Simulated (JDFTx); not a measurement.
LiF (Griceite): equation of state with PBEsol

Crystal: LiF (Griceite).

```
F Li
1.0
     0.00000    2.01400    2.01400
     2.01400    0.00000    2.01400
     2.01400    2.01400    0.00000
F Li
1 1
Direct
  0.50000 0.50000 0.50000
  0.00000 0.00000 0.00000
```

| Quantity | Value |
| --- | --- |
| Program | JDFTx 1.7.0 (patched build) |
| Task | equation of state |
| Functional | PBEsol |
| Potentials or basis | PseudoDojo-SR-PBEsol-0.4.1-standard with smoothed tails |
| Cutoff | 1143 eV |
| Density cutoff | 9143 eV |
| k mesh | 11 × 11 × 11 |
| Occupations | fermi-dirac, width 0.05 eV |
| Spin | no spin polarisation |

The equilibrium volume is 8.01 Å³/atom and the bulk modulus is 73 GPa. The pressure derivative of the bulk modulus is 4.2.

Energy against volume, from the lowest point:
| volume (Å³/atom) | energy (meV/atom) |
| --- | --- |
| 7.679 | 3.33 |
| 7.842 | 0.82 |
| 8.006 | 0.00 |
| 8.169 | 0.70 |
| 8.333 | 2.78 |
| 8.496 | 6.09 |
| 8.659 | 10.50 |
